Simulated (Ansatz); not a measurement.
TePb:

```
CELL_PARAMETERS angstrom
0.00000 3.23100 3.23100
3.23100 0.00000 3.23100
3.23100 3.23100 0.00000
ATOMIC_POSITIONS crystal
Pb 0.00000 0.00000 0.00000
Te 0.50000 0.50000 0.50000
```

* Program: Ansatz 0.2.0
* Task: relaxation of cell and atoms
* Functional: exchange-only PBE
* Potentials or basis: Ansatz PAW
* Cutoff: 420 eV (not typed: the program's choice for these potentials)
* k mesh: 7 × 7 × 7
* Occupations: fermi-dirac, width 0.05 eV
* Spin: no spin polarisation

At the start: volume 33.73 Å³/atom.

Q: How do energy, volume and symmetry change on relaxing?

A: It ends after 6 steps and the volume is 43.30 Å³/atom (+28.4 %); space group Fm-3m (No. 225, to 0.05 Å).

Step by step:
```tsv
step	energy change (eV)	largest force (eV/Å)	volume (Å³)
1	0.0000	0.0000	67.46
2	-0.4048	0.0000	77.81
3	-0.4760	0.0000	83.66
4	-0.4835	0.0000	86.16
5	-0.4836	0.0000	86.59
6	-0.4862	0.0000	86.59
```

Final structure:
```
CELL_PARAMETERS angstrom
0.00000 3.51142 3.51142
3.51142 0.00000 3.51142
3.51142 3.51142 0.00000
ATOMIC_POSITIONS crystal
Pb 0.00000 0.00000 0.00000
Te 0.50000 0.50000 0.50000
```

Caveat: the volume moved by over 15 % at a fixed basis, so the end points are rough; the plane-wave basis is chosen anew once the cell has moved, so the energies of steps on either side of that aren't comparable; the volume moved by +28 % from the deposited cell, more than functionals usually miss; the PAW data sets come from PBE, with cores solved anew for the run's functional, which leaves a small shift of forces and pressure.
